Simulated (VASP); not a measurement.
# P (Cmce) in VASP: a series of runs, part 2 of 2

VASP 6.6.1. Earlier steps stand in the parts before.

## 3. Relaxation of cell and atoms, PBEsol

This run uses another cell than the first one, of 18.01 Å³/atom, 0.946 times its volume.

Input file INCAR:

```
PREC     = Accurate       # precision mode
ENCUT    = 520            # plane-wave cutoff, eV
EDIFF    = 1E-7           # SCF threshold, eV
ISMEAR   = 0              # smearing method
SIGMA    = 0.02           # smearing width, eV
LREAL    = False          # projectors in reciprocal space
LASPH    = True           # aspherical terms in the spheres
NELM     = 100            # most SCF steps
ALGO     = Normal         # electronic algorithm
ISIF     = 3              # what is computed and relaxed
LWAVE    = False          # write WAVECAR
LCHARG   = False          # write CHGCAR
GGA      = PS             # functional
IBRION   = 2              # ionic algorithm
NSW      = 80             # ionic steps
EDIFFG   = -0.002         # ionic threshold
```

Input file KPOINTS:

```
regular mesh
0
Gamma
  10 10 8
```

Input file POSCAR:

```
P                                       
1.0
    1.6574486654     -5.1563273372     -0.0000000000
    1.6574486654      5.1563273372      0.0000000000
    0.0000000000     -0.0000000000      4.2136156553
  P             
     4
Direct
     0.8952001421457955    0.1047998578542044    0.0738332530714893
     0.6047998578542045    0.3952001421457956    0.5738332530714891
     0.1047998578542044    0.8952001421457955    0.9261667469285109
     0.3952001421457956    0.6047998578542045    0.4261667469285106
```

Potentials or basis: VASP PAW PBE potentials, release 64 (P).

Run with:

```bash
> cat potpaw_PBE.64/P/POTCAR > POTCAR
> mpirun -np 1 vasp_std > vasp.out
```

OUTCAR:

```text
PREC = Accurate
   ENCUT = 520
   EDIFF = 1E-7
   ISMEAR = 0
   LREAL = False
   LASPH = True
   NELM = 100
   ISIF = 3
   GGA = PS
   IBRION = 2
   NSW = 80
   EDIFFG = -0.002

 ion  position               nearest neighbor table
   1  0.895  0.105  0.074-   4 2.23   4 2.23   3 2.25
   2  0.605  0.395  0.574-   3 2.23   3 2.23   4 2.25
   3  0.105  0.895  0.926-   2 2.23   2 2.23   1 2.25
   4  0.395  0.605  0.426-   1 2.23   1 2.23   2 2.25

  LATTYP: Found a base centered orthorhombic cell.
 ALAT       =     3.3148973308
 B/A-ratio  =     3.1110027386
 C/A-ratio  =     1.2711149803

  Lattice vectors:

 A1 = (   1.6574486654,  -5.1563273372,   0.0000000000)
 A2 = (   1.6574486654,   5.1563273372,   0.0000000000)
 A3 = (   0.0000000000,   0.0000000000,   4.2136156553)

Analysis of symmetry for initial positions (statically):
=====================================================================
 Subroutine PRICEL returns:
 Original cell was already a primitive cell.

 Routine SETGRP: Setting up the symmetry group for a
 base centered orthorhombic supercell.

 Subroutine GETGRP returns: Found  8 space group operations
 (whereof  4 operations were pure point group operations)
 out of a pool of  8 trial point group operations.

The static configuration has the point symmetry C_2h.
 The point group associated with its full space group is D_2h.

Analysis of symmetry for dynamics (positions and initial velocities):
=====================================================================
 Subroutine PRICEL returns:
 Original cell was already a primitive cell.

 Routine SETGRP: Setting up the symmetry group for a
 base centered orthorhombic supercell.

 Subroutine GETGRP returns: Found  8 space group operations
 (whereof  4 operations were pure point group operations)
 out of a pool of  8 trial point group operations.

The dynamic configuration has the point symmetry C_2h.
 The point group associated with its full space group is D_2h.

 Subroutine INISYM returns: Found  8 space group operations
 (whereof  4 operations are pure point group operations),
[... 138 lines left out ...]

 number of electron      20.0000001 magnetization

 Free energy of the ion-electron system (eV)
  ---------------------------------------------------
  ext. energy  EPLUGINS =         0.00000000
  ---------------------------------------------------
  free energy    TOTEN  =       -23.04935242 eV

  energy without entropy =      -23.04925816  energy(sigma->0) =      -23.04930529

 E-fermi :   7.1601     XC(G=0): -10.2892

 val. band max:        7.0815109591   @ k =  -0.4000   0.3000   0.0000
 cond. band min:       7.1688019901   @ k =   0.5000   0.2000   0.0000
 fundamental gap:      0.0872910311
 Fermi energy:         7.1600515904

 k-point     1 :       0.0000    0.0000    0.0000
  band No.  band energies     occupation
      1      -8.8507      2.00000
      2      -5.5810      2.00000
      3      -2.0931      2.00000
      4      -0.1290      2.00000
      5       1.9952      2.00000
      6       2.7866      2.00000
      7       3.0708      2.00000
      8       4.2115      2.00000
      9       4.5350      2.00000
     10       5.7656      2.00000
     11       8.0247      0.00000
     12       8.2768      0.00000
     13       9.0120      0.00000
     14      10.4756      0.00000
[... 377 lines left out ...]
      1      -7.4905      2.00000
      2      -5.2400      2.00000
      3      -3.6088      2.00000
      4       0.0094      2.00000
      5       1.4792      2.00000
      6       1.9539      2.00000
      7       2.4261      2.00000
      8       3.5572      2.00000
      9       5.4499      2.00000
     10       5.5814      2.00000
     11       7.2719      0.00000
     12       7.9004      0.00000
     13       9.0461      0.00000
     14      10.2575      0.00000

 [... further k-points ...]

------------------------ aborting loop because EDIFF is reached ----------------------------------------

  FORCE on cell =-STRESS in cart. coord.  units (eV):
  Direction    XX          YY          ZZ          XY          YZ          ZX
  --------------------------------------------------------------------------------------
  -------------------------------------------------------------------------------------
  Total       -0.0066530     -0.0035476      0.0039924      0.0000000     -0.0000000      0.0000000
  in kB       -0.1480014     -0.0789176      0.0888143      0.0000000     -0.0000000      0.0000000
  external PRESSURE =      -0.0460349 kB  Pullay stress =       0.0000000 kB

 VOLUME and BASIS-vectors are now :
 -----------------------------------------------------------------------------
  energy-cutoff  :      520.00
  volume of cell :       72.02
      direct lattice vectors                 reciprocal lattice vectors
     1.657448665 -5.156327337  0.000000000     0.301668468 -0.096968243  0.000000000
     1.657448665  5.156327337  0.000000000     0.301668468  0.096968243  0.000000000
     0.000000000  0.000000000  4.213615655     0.000000000  0.000000000  0.237325870

 POSITION                                       TOTAL-FORCE (eV/Angst)
 -----------------------------------------------------------------------------------
      1.65745     -4.07556      0.31110         0.000000      0.000203      0.000602
      1.65745     -1.08076      2.41791         0.000000     -0.000203      0.000602
      1.65745      4.07556      3.90251         0.000000     -0.000203     -0.000602
      1.65745      1.08076      1.79570         0.000000      0.000203     -0.000602
 -----------------------------------------------------------------------------------
    total drift:                                0.000000     -0.000000      0.000000

  FREE ENERGIE OF THE ION-ELECTRON SYSTEM (eV)
  ---------------------------------------------------
  free  energy   TOTEN  =       -23.0493524160 eV

  energy  without entropy=      -23.0492581595  energy(sigma->0) =      -23.04930529

 reached required accuracy - stopping structural energy minimisation
```

OSZICAR:

```text
N       E                     dE             d eps       ncg     rms          rms(c)
DAV:   1     0.621073931220E+02    0.62107E+02   -0.85561E+03  4340   0.122E+03
DAV:   2    -0.190467393245E+02   -0.81154E+02   -0.78847E+02  5680   0.176E+02
DAV:   3    -0.231776729257E+02   -0.41309E+01   -0.40964E+01  5982   0.421E+01
DAV:   4    -0.232288227480E+02   -0.51150E-01   -0.51103E-01  5306   0.555E+00
DAV:   5    -0.232299298282E+02   -0.11071E-02   -0.11067E-02  6064   0.731E-01    0.101E+01
DAV:   6    -0.231047460497E+02    0.12518E+00   -0.67321E-02  5330   0.163E+00    0.589E+00
DAV:   7    -0.230497932308E+02    0.54953E-01   -0.11081E-01  5552   0.211E+00    0.266E-01
DAV:   8    -0.230493442765E+02    0.44895E-03   -0.10916E-02  5132   0.743E-01    0.169E-01
DAV:   9    -0.230493633589E+02   -0.19082E-04   -0.46301E-04  5930   0.153E-01    0.730E-02
DAV:  10    -0.230493507971E+02    0.12562E-04   -0.83602E-05  5276   0.560E-02    0.275E-02
DAV:  11    -0.230493523239E+02   -0.15268E-05   -0.83193E-06  5654   0.232E-02    0.115E-02
DAV:  12    -0.230493524698E+02   -0.14595E-06   -0.53702E-07  5442   0.500E-03    0.219E-03
DAV:  13    -0.230493524160E+02    0.53796E-07   -0.15846E-07  3484   0.268E-03
   1 F= -.23049352E+02 E0= -.23049305E+02  d E =-.230494E+02
```

Wall time 1.9 min (1 thread of Intel Xeon Platinum 8259CL at 2.50GHz (Skylake/Cascade Lake), shared host); peak memory 0.27 GiB.

Results:

```
Free energy             : -23.0494 eV
Pressure after relaxing : 0.0 GPa
Band gap on the k mesh  : none (metal or under the smearing width)
```

Final structure:
```cif
data_structure
_symmetry_space_group_name_H-M 'P 1'
_symmetry_Int_Tables_number 1
_cell_length_a 5.4162
_cell_length_b 5.4162
_cell_length_c 4.2136
_cell_angle_alpha 90.000
_cell_angle_beta 90.000
_cell_angle_gamma 144.361
_cell_volume 72.02
loop_
_atom_site_label
_atom_site_type_symbol
_atom_site_fract_x
_atom_site_fract_y
_atom_site_fract_z
_atom_site_occupancy
P1 P 0.89520 0.10480 0.07383 1
P2 P 0.60480 0.39520 0.57383 1
P3 P 0.10480 0.89520 0.92617 1
P4 P 0.39520 0.60480 0.42617 1
```

Caveat: the relaxation stopped at its first step, so nothing moved; the PAW data sets were made with another functional, which shifts forces and pressure a little.
